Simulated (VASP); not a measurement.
# LiH: single point with r2SCAN

Crystal: LiH.

```
CELL_PARAMETERS angstrom
0.00000 2.14512 2.14512
2.17129 0.00000 2.14512
2.17129 2.14512 0.00000
ATOMIC_POSITIONS crystal
Li 0.00000 0.00000 0.00000
H 0.25000 0.25000 0.25000
```

The cell was built by a generator and needn't be a form met in nature.

The cell isn't the ideal one: uniaxial_x strain +1.2%.

```
Program                : VASP 6.6.1
Task                   : single point
Functional             : r2SCAN
Potentials or basis    : VASP PAW PBE potentials, release 64 (Li_sv, H)
Cutoff                 : 520 eV
k mesh                 : 10 × 10 × 10
Occupations            : gaussian, width 0.01 eV
Spin                   : no spin polarisation
Dipole correction      : no
Further INCAR settings : ALGO = Normal; EDIFF = 1e-06; NBANDS = 9
```

```json
{"Band gap on the k mesh": "4.78 eV, indirect (least direct gap 5.82 eV)"}
```

Levels at points of the mesh, in eV from the valence-band top:
| k point | band 1 | band 2 | band 3 | band 4 | band 5 | band 6 |
| --- | --- | --- | --- | --- | --- | --- |
| (0.00, 0.00, 0.00) | -44.75 | -3.64 | 14.01 | 18.74 | 18.75 | 18.75 |
| (0.50, 0.00, 0.00) | -44.73 | -1.04 | 4.78 | 16.00 | 16.25 | 17.22 |
| (0.50, 0.50, 0.00) | -44.72 | -0.28 | 7.86 | 10.67 | 11.41 | 11.44 |
| (0.00, 0.50, 0.50) | -44.72 | -0.39 | 7.71 | 10.79 | 11.60 | 11.60 |

Run time: 24 s on 1 thread of Intel(R) Xeon(R) 6975P-C (Granite Rapids), with other jobs on the host, peak memory 0.14 GiB.

 A k mesh can miss the band edges.
